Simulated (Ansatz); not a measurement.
MoSe2 (2H-MoS2 type): a band-structure calculation in Ansatz 0.2.0 (PBE). The geometry is the r2SCAN+rVV10 minimum.

The input:
```yaml
crystal:
  lattice:
    - [3.305392696, 0.0, 0.0]
    - [-1.652696348, 2.8625540442, 0.0]
    - [0.0, 0.0, 13.087834096]
  atoms:
    - { symbol: Mo, position: [0.3333333333, 0.6666666667, 0.25] }
    - { symbol: Mo, position: [0.6666666667, 0.3333333333, 0.75] }
    - { symbol: Se, position: [0.6666666667, 0.3333333333, 0.376631369] }
    - { symbol: Se, position: [0.6666666667, 0.3333333333, 0.123368631] }
    - { symbol: Se, position: [0.3333333333, 0.6666666667, 0.876631369] }
    - { symbol: Se, position: [0.3333333333, 0.6666666667, 0.623368631] }
kpoints:
  mp_grid: { grid: [12, 12, 2] }
  band_path:
    path:
      - [[0.0, 0.0, 0.0], [0.5, -1.287740289134e-17, 1.513887798255e-18], [0.3333333333333, 0.3333333333333, 3.027775596509e-18], [0.0, 0.0, 0.0], [-2.130746023615e-51, 4.803967782368e-36, 0.5], [0.5, -1.280430102403e-17, 0.5], [0.3333333333333, 0.3333333333333, 0.5], [-2.130746023615e-51, 4.803967782368e-36, 0.5]]
      - [[0.5, -1.280430102403e-17, 0.5], [0.5, -1.287740289134e-17, 1.513887798255e-18]]
      - [[0.3333333333333, 0.3333333333333, 0.5], [0.3333333333333, 0.3333333333333, 3.027775596509e-18]]
    npoints: 10
hamiltonian:
  xc: pbe
scf:
  occupations: { method: fermi_dirac, width: 0.02 }
  n_extra_bands: 5
output:
  forces: true
  stress: true
  eigenvalues: true
  write_density: true
  write_potential: true
  elf: true
  volumetric_format: npy
```

Run as `ansatz run input.yaml --threads 2 --pin off --max-ram 29491MiB --backend cpu --events-out ev --progress --plain --runs-dir out`. Wall time 9.4 s on 2 threads of AMD EPYC 7R13 Processor (Zen 3), with other jobs on the host; peak host memory 0.78 GiB.

Q: Predict the output.

A: The log, with set-up remarks and timings taken out:
```
scf.n_extra_bands = 5 over 46 filled bands (N_el = 92.0): the run solves 51 bands
Pseudopotential: Mo, paw, valence charge 14, recommended cutoff 420 eV (normal)
Pseudopotential: Se, paw, valence charge 16, recommended cutoff 420 eV (normal)
Functional definition: PBE
Crystal: 6 atoms, lattice volume = 123.835 Å³
Basis set: ecut = 420 eV, 2491 PW (Γ)
Symmetry: 24 space group operations
Space group: P63/mmc (ITA 194)
k-points: 38 of 288
preconditioner: auto → Resta (q_TF=auto, 2.596 Å⁻¹)  ε∞=8.6  [insulator: Δε(μ)=0.918 eV  σ=0.020 eV  ℏωp=20.0 eV]
SCF 1 converged in 7 iterations: F = -31792.389790 eV  dr2 = 5.95e-8
NSCF: frozen V_eff on 93 k-points
SCF converged after 7 iterations
Free energy (F): -31792.389790 eV
Fermi energy:    12.466223 eV
--- Forces (eV/Å), atoms counted from 1 ---
  atom   1  Mo      0.00000      0.00000      0.00000
  atom   2  Mo      0.00000      0.00000      0.00000
  atom   3  Se      0.00000      0.00000      0.19437
  atom   4  Se      0.00000      0.00000    -0.19437
  atom   5  Se      0.00000      0.00000      0.19437
  atom   6  Se      0.00000      0.00000    -0.19437
--- Stress (GPa, compression-positive) ---
        2.079915       0.000000       0.000000
        0.000000       2.079915       0.000000
        0.000000       0.000000       3.639896
  P = ⅓ Tr σ = 2.5999 GPa (25.999 kbar)
--- Band table (eV; the first three rows and the last of 38) ---
  k-point 0: bands = […, 10.4525, 10.4917, 10.4917, 11.0208, 11.1678, 12.0271, 14.4916, 14.4916, 14.5476, 14.5476, …]
  k-point 1: bands = […, 10.4721, 10.4721, 10.4721, 10.4721, 11.8416, 11.8416, 14.5088, 14.5088, 14.5088, 14.5088, …]
  k-point 2: bands = […, 10.2934, 10.3380, 10.5063, 11.0366, 11.3508, 11.8738, 14.2693, 14.2972, 14.3700, 14.4844, …]
  k-point 37: bands = […, 8.8687, 8.8687, 9.5156, 9.5156, 11.6309, 11.6309, 13.1236, 13.1236, 14.2166, 14.2166, …]
```
Only the leading digits can be foreseen; the rest is this run's record.

The rows of the band table are 0: (0, 0, 0) = Γ, 1: (0, 0, -1/2) = A, 2: (0, 0.083, 0), 37: (1/3, 1/3, -1/2) = H.

Levels along the path, in eV from the valence top (v1 is the last filled band, c1 the first empty one):
```
point  distance (1/Å)     v3     v2     v1    c1    c2    c3
    Γ            0.00  -1.01  -0.86   0.00  2.46  2.46  2.52
    ·            0.55  -1.29  -1.23  -1.12  1.21  1.79  1.98
    M            1.10  -1.15  -1.06  -0.97  1.51  1.55  1.81
    ·            1.41  -2.04  -0.74  -0.56  1.40  1.51  2.13
    K            1.73  -2.37  -0.47  -0.30  1.09  1.09  1.76
    ·            2.36  -1.26  -1.13  -1.10  0.92  1.67  1.71
    Γ            3.00  -1.01  -0.86   0.00  2.46  2.46  2.52
    ·            3.12  -1.54  -0.47  -0.04  2.47  2.47  2.50
    A            3.24  -1.55  -0.19  -0.19  2.48  2.48  2.48
    ·            3.79  -1.75  -1.12  -1.12  1.52  1.52  1.88
    L            4.34  -1.10  -1.07  -1.07  1.53  1.53  1.96
    ·            4.65  -2.28  -0.64  -0.64  1.46  1.46  2.18
    H            4.97  -2.51  -0.40  -0.40  1.10  1.10  2.19
    ·            5.60  -1.41  -1.11  -1.11  1.22  1.22  1.82
    A            6.24  -1.55  -0.19  -0.19  2.48  2.48  2.48
    L            6.24  -1.10  -1.07  -1.07  1.53  1.53  1.96
    ·            6.33  -1.12  -1.07  -1.01  1.51  1.54  1.88
    ·            6.45  -1.15  -1.06  -0.97  1.51  1.55  1.82
    M            6.48  -1.15  -1.06  -0.97  1.51  1.55  1.81
    H            6.48  -2.51  -0.40  -0.40  1.10  1.10  2.19
    ·            6.55  -2.48  -0.43  -0.36  1.10  1.10  1.99
    ·            6.67  -2.38  -0.47  -0.31  1.09  1.09  1.78
    K            6.72  -2.37  -0.47  -0.30  1.09  1.09  1.76
```

Planar averages along the third cell vector, from rho_z.tsv and v_z.tsv (valence density with its augmentation; electrostatic potential energy of an electron, of which only differences have a meaning):

| z (Å) | ρ (e/Å³) | v_es (eV) |
| --- | --- | --- |
| 0.00 | 0.044 | 16.16 |
| 0.44 | 0.085 | 15.29 |
| 0.87 | 0.249 | 10.92 |
| 1.31 | 1.114 | 7.67 |
| 1.60 | 2.074 | 7.10 |
| 2.04 | 0.809 | 6.58 |
| 2.47 | 0.470 | 5.64 |
| 2.91 | 0.951 | -1.50 |
| 3.34 | 1.201 | -4.94 |
| 3.78 | 0.748 | 1.29 |
| 4.22 | 0.456 | 6.25 |
| 4.65 | 1.295 | 6.77 |
| 4.94 | 2.074 | 7.10 |
| 5.38 | 0.641 | 8.26 |
| 5.82 | 0.175 | 12.89 |
| 6.25 | 0.061 | 15.80 |
| 6.69 | 0.048 | 16.07 |
| 7.13 | 0.122 | 14.42 |
| 7.56 | 0.380 | 9.28 |
| 8.00 | 1.720 | 7.32 |
| 8.29 | 1.859 | 6.93 |
| 8.73 | 0.549 | 6.43 |
| 9.16 | 0.572 | 3.96 |
| 9.60 | 1.115 | -3.72 |
| 10.03 | 1.115 | -3.72 |
| 10.47 | 0.572 | 3.96 |
| 10.91 | 0.549 | 6.43 |
| 11.34 | 1.859 | 6.93 |
| 11.63 | 1.720 | 7.32 |
| 12.07 | 0.380 | 9.28 |
| 12.51 | 0.122 | 14.42 |
| 12.94 | 0.048 | 16.07 |

The PBE gap is indirect, 0.92 eV (Γ to K–Γ (0.50 of the way from K)), below the direct gap of 1.39 eV at K. Edges are sought over the mesh and the listed points. With the atoms held, the mean pressure is +2.60 GPa (compression positive). The largest force is 0.19 eV/Å.

The values are computed, spin-unpolarised, and not measurements.

The runs are scalar-relativistic, without spin-orbit coupling.
